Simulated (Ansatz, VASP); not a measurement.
## Au in VASP and in Ansatz

The input run.py:

```python
from ase.calculators.vasp import Vasp
from ase.dft.bandgap import bandgap
from ase.spacegroup import crystal

atoms = crystal(
    ['Au'],
    basis=[[0.6666666667, 0.3333333333, 0.25]],
    spacegroup=194,
    setting=1,
    cellpar=[2.9, 2.9, 4.88, 90.0, 90.0, 120.0],
    primitive_cell=True,
)
calc = Vasp(
    directory='calc',
    xc='pbe',
    pp='PBE',
    setups='recommended',
    prec='Accurate',
    encut=520,
    ediff=1e-06,
    ismear=0,
    sigma=0.05,
    lreal=False,
    lasph=True,
    nelm=100,
    algo='Normal',
    isif=2,
    lwave=False,
    lcharg=False,
    kpts=[11, 11, 6],
    gamma=True,
    nbands=18,
)
atoms.calc = calc

print('energy (eV):', atoms.get_potential_energy())
print('free energy (eV):', atoms.get_potential_energy(force_consistent=True))
print('forces (eV/A):')
print(atoms.get_forces())
print('stress (eV/A^3, Voigt):', atoms.get_stress())
print('Fermi level (eV):', calc.get_fermi_level())
gap, top, bottom = bandgap(calc)
print('band gap (eV):', gap, 'from (spin, k, band)', top, 'to', bottom)
```

Contents of input.yaml:

```yaml
crystal:
  lattice:
    - [2.9, 0.0, 0.0]
    - [-1.45, 2.511473671, 0.0]
    - [0.0, 0.0, 4.88]
  atoms:
    - { symbol: Au, position: [0.6666666667, 0.3333333333, 0.25] }
    - { symbol: Au, position: [0.3333333333, 0.6666666667, 0.75] }
hamiltonian:
  xc: pbe
  pseudopotentials: { kind: paw }
kpoints:
  mp_grid: { grid: [11, 11, 6] }
scf:
  occupations: { method: gaussian, width: 0.05 }
output:
  forces: true
  stress: true
  eigenvalues: true
```

This isn't the form of Au at room conditions, which is fcc.

Alike in both runs: task single point; functional PBE; k mesh 11 × 11 × 6; occupations gaussian, width 0.05 eV; no spin polarisation.

|  | VASP | Ansatz |
| --- | --- | --- |
| version | VASP 6.6.1 | Ansatz 0.2.0 |
| potentials or method | VASP PAW PBE potentials, release 64 (Au) | Ansatz PAW |
| plane-wave cutoff (eV) | 520 | 420 |
| valence electrons in the cell | 22 | 38 |

|  | VASP | Ansatz | Ansatz less VASP |
| --- | --- | --- | --- |
| gap on the k mesh at the Fermi level (eV) | none | none | - |
| pressure (GPa) | 1.6 | 1.9 | +0.25 |
| largest component of the traceless stress (GPa) | 0.66 | 0.67 | +0.007 |

A gap of «none» marks a metal or a gap that the smearing closes. The functional is the same, so the differences come from potentials, cutoffs and numerics. The two sets of potentials don't hold the same shells in valence.

The runs have no spin-orbit coupling, so splittings on Au are missing.
